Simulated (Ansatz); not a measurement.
**TiAl3: energies, forces and stress near the listed structure**

A set of self-consistent runs on TiAl3 under moves of single atoms, further strains and shifts, distortions that keep the symmetry, other functionals, to map its energy surface near the listed cell.

Program: Ansatz 0.2.0. Level of theory: DFT PBE, scalar-relativistic, plane waves, PAW. These are calculated values, not measurements.

**1. The system as given**

It takes space group Pm-3m (No. 221, cubic). The conventional cell has a = 3.956 Å, b = 3.956 Å, c = 3.956 Å, α = 90.00°, β = 90.00°, γ = 90.00°. Around Ti (site symmetry m-3m) lie 12 Al at 2.80 Å. Al (site symmetry 4/mmm) is surrounded by 4 Ti at 2.80 Å and 8 Al at 2.80 Å.

As a file:

```cif
data_structure
_symmetry_space_group_name_H-M 'Pm-3m'
_symmetry_Int_Tables_number 221
_cell_length_a 3.9557
_cell_length_b 3.9557
_cell_length_c 3.9557
_cell_angle_alpha 90.000
_cell_angle_beta 90.000
_cell_angle_gamma 90.000
_cell_volume 61.90
loop_
_atom_site_label
_atom_site_type_symbol
_atom_site_symmetry_multiplicity
_atom_site_Wyckoff_symbol
_atom_site_fract_x
_atom_site_fract_y
_atom_site_fract_z
_atom_site_occupancy
Ti1 Ti 1 a 0.00000 0.00000 0.00000 1
Al1 Al 3 c 0.50000 0.50000 0.00000 1
```

The structure comes from the Materials Project (structure only).

**2. Functional and cell changed: LDA**

The change: strain xx, yy, zz, yz, xz, xy = -2.9, -2.9, -2.9, +0.0, +0.0, +0.0 %.

File input.yaml:

```yaml
crystal:
  lattice:
    - [3.8389789481, 0.0, 0.0]
    - [0.0, 3.8389789481, 0.0]
    - [0.0, 0.0, 3.8389789481]
  atoms:
    - { symbol: Ti, position: [0.0, 0.0, 0.0] }
    - { symbol: Al, position: [0.5, 0.5, 0.0] }
    - { symbol: Al, position: [0.5, 0.0, 0.5] }
    - { symbol: Al, position: [0.0, 0.5, 0.5] }
basis:
  ecutwfc: 420
kpoints:
  mp_grid: { grid: [10, 10, 10] }
hamiltonian:
  xc: lda
scf:
  occupations: { method: gaussian, width: 0.1 }
output:
  forces: true
  stress: true
  eigenvalues: true
  populations: true
```

Started as:

```console
$ ansatz run input.yaml --threads 1 --pin off --max-ram 1331MiB --backend cpu --events-out ev --progress --plain --runs-dir out
```

**3. A distortion of lower symmetry**

File input.yaml:

```yaml
crystal:
  lattice:
    - [3.8211784275, 0.0395567125, 0.0]
    - [0.0395567125, 3.8042481546, 0.0]
    - [0.0, 0.0, 3.8443191043]
  atoms:
    - { symbol: Ti, position: [0.0, 0.0, -0.0013366433] }
    - { symbol: Al, position: [0.5, 0.5, 0.0251320279] }
    - { symbol: Al, position: [0.5, 0.0, 0.4894750612] }
    - { symbol: Al, position: [0.0, 0.5, 0.4867295543] }
basis:
  ecutwfc: 420
kpoints:
  mp_grid: { grid: [10, 10, 10] }
hamiltonian:
  xc: pbe
scf:
  occupations: { method: gaussian, width: 0.1 }
output:
  forces: true
  stress: true
  eigenvalues: true
  populations: true
```

**4. A distortion that keeps the symmetry**

File input.yaml:

```yaml
crystal:
  lattice:
    - [3.9497377431, 0.0, 0.0]
    - [0.0, 3.9497377431, 0.0]
    - [0.0, 0.0, 3.9497377431]
  atoms:
    - { symbol: Ti, position: [0.0, 0.0, 0.0] }
    - { symbol: Al, position: [0.5, 0.5, 0.0] }
    - { symbol: Al, position: [0.5, 0.0, 0.5] }
    - { symbol: Al, position: [0.0, 0.5, 0.5] }
basis:
  ecutwfc: 420
kpoints:
  mp_grid: { grid: [10, 10, 10] }
hamiltonian:
  xc: pbe
scf:
  occupations: { method: gaussian, width: 0.1 }
output:
  forces: true
  stress: true
  eigenvalues: true
```

**5. A distortion of lower symmetry**

File input.yaml:

```yaml
crystal:
  lattice:
    - [3.8495010336, 0.0395567125, -0.0395567125]
    - [0.0395567125, 3.8495010336, -0.0395567125]
    - [-0.0395567125, -0.0395567125, 3.8495010336]
  atoms:
    - { symbol: Ti, position: [-0.0031106272, -0.0031106272, 0.0031106272] }
    - { symbol: Al, position: [0.5143837336, 0.4774518232, -0.0112750704] }
    - { symbol: Al, position: [0.4774518232, 0.0112750704, 0.4856162664] }
    - { symbol: Al, position: [0.0112750704, 0.5143837336, 0.5225481768] }
basis:
  ecutwfc: 420
kpoints:
  mp_grid: { grid: [9, 9, 9] }
hamiltonian:
  xc: pbe
scf:
  occupations: { method: gaussian, width: 0.1 }
output:
  forces: true
  stress: true
  eigenvalues: true
```

**6. A change within a subgroup**

File input.yaml:

```yaml
crystal:
  lattice:
    - [3.8748173296, -0.0322782774, 0.0322782774]
    - [-0.0322782774, 3.9341523984, -0.0050632592]
    - [0.0322782774, -0.0050632592, 3.9341523984]
  atoms:
    - { symbol: Ti, position: [-0.0369100427, 0.0081073285, -0.0081073285] }
    - { symbol: Al, position: [0.5198771891, 0.5014444715, -0.0017208612] }
    - { symbol: Al, position: [0.5198771891, 0.0017208612, 0.4985555285] }
    - { symbol: Al, position: [-0.0028443354, 0.4887273387, 0.5112726613] }
basis:
  ecutwfc: 420
kpoints:
  mp_grid: { grid: [10, 10, 10] }
hamiltonian:
  xc: pbe
scf:
  occupations: { method: gaussian, width: 0.1 }
output:
  forces: true
  stress: true
  eigenvalues: true
  populations: true
```

**7. One atom moved**

File input.yaml:

```yaml
crystal:
  lattice:
    - [3.95567125, 0.0, 0.0]
    - [0.0, 3.95567125, 0.0]
    - [0.0, 0.0, 3.95567125]
  atoms:
    - { symbol: Ti, position: [0.0, 0.0, 0.0] }
    - { symbol: Al, position: [0.5, 0.5, 0.0] }
    - { symbol: Al, position: [0.5, 0.0, 0.5] }
    - { symbol: Al, position: [0.0744778778, 0.4417873768, 0.4928254907] }
basis:
  ecutwfc: 420
kpoints:
  mp_grid: { grid: [10, 10, 10] }
hamiltonian:
  xc: pbe
scf:
  occupations: { method: gaussian, width: 0.1 }
output:
  forces: true
  stress: true
  eigenvalues: true
```

**8. A change within the space group**

File input.yaml:

```yaml
crystal:
  lattice:
    - [3.8300786878, 0.0, 0.0]
    - [0.0, 3.8300786878, 0.0]
    - [0.0, 0.0, 3.8300786878]
  atoms:
    - { symbol: Ti, position: [0.0, 0.0, 0.0] }
    - { symbol: Al, position: [0.5, 0.5, 0.0] }
    - { symbol: Al, position: [0.5, 0.0, 0.5] }
    - { symbol: Al, position: [0.0, 0.5, 0.5] }
basis:
  ecutwfc: 420
kpoints:
  mp_grid: { grid: [10, 10, 10] }
hamiltonian:
  xc: pbe
scf:
  occupations: { method: gaussian, width: 0.1 }
output:
  forces: true
  stress: true
  eigenvalues: true
```

**9. A distortion that keeps the symmetry**

Changes to input.yaml since step 8:

```diff
@@ -2,5 +2,5 @@
   lattice:
-    - [3.8300786878, 0.0, 0.0]
-    - [0.0, 3.8300786878, 0.0]
-    - [0.0, 0.0, 3.8300786878]
+    - [3.8021120921, 0.0, 0.0]
+    - [0.0, 3.8021120921, 0.0]
+    - [0.0, 0.0, 3.8021120921]
   atoms:
```

**Question.** What will these runs give? Wanted: for each run, case; energy; pressure; largest force.

**Answer**, as computed:

```
step                                  case  energy (meV/atom)  pressure (GPa)  largest force (eV/Å)  gap on the mesh (eV)
   2      functional and cell changed: LDA                n/a             7.3                  0.00                  0.00
   3        a distortion of lower symmetry               +0.0            17.0                  1.28                  0.00
   4  a distortion that keeps the symmetry             -106.7             2.5                  0.00                  0.00
   5        a distortion of lower symmetry              +2.2*            14.4                  1.21                  0.00
   6            a change within a subgroup              -16.2             8.1                  2.29                  0.00
   7                        one atom moved              +25.0             5.4                  3.02                  0.00
   8       a change within the space group              -35.0            15.4                  0.00                  0.00
   9  a distortion that keeps the symmetry               -2.2            19.1                  0.00                  0.00
```

Energies are counted from step 3, with the smearing taken to zero; a star marks another k mesh, which can shift energies by itself, so starred rows don't rank against the others. Other atoms or functionals have another zero of energy (n/a). A gap of 0.00 means none on the mesh at this level.

What this shows: Among the distorted cells of the listed formula and level the largest force, 3.02 eV/Å, acts on Al4 in step 7. The distorted cells of the listed formula and level show no gap on the mesh.
